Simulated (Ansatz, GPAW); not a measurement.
# Hg: programs and potentials compared

```
Hg
1.0
    -1.87674    1.87674    1.91684
     1.87674   -1.87674    1.91684
     1.87674    1.87674   -1.91684
Hg
1
Cartesian
  0.0000 0.0000 1.9168
```

Alike in all runs: task single point; functional PBEsol; k mesh 10 × 10 × 10; occupations gaussian, width 0.1 eV; no spin polarisation; no spin-orbit coupling. Pressure is positive in compression and, in plane waves, holds the error of the finite cutoff, which Ansatz's Pulay term estimates and takes out.

```csv
program and potentials,plane-wave cutoff (eV),notes,band gap (eV),pressure (GPa)
"Ansatz, Ansatz PAW",420,"potentials made for PBE, which Ansatz adapts in part; 20 valence electrons an atom on average; Pulay term of +0.03 GPa included",no gap,-2.39
"Ansatz, all-electron LAPW, scalar-relativistic",-,-,no gap,-2.40
"GPAW, PAW data sets generated for this functional",600,18 valence electrons an atom on average,no gap,-2.57
```

None finds a gap. The pressure spans -2.57 (GPAW, PAW data sets generated for this functional) to -2.39 GPa (Ansatz, Ansatz PAW), with all-electron results at -2.40.

The functional is the same throughout but for its coding, so the spread measures potentials, basis and numerics; runs on potential files found faulty are left out.
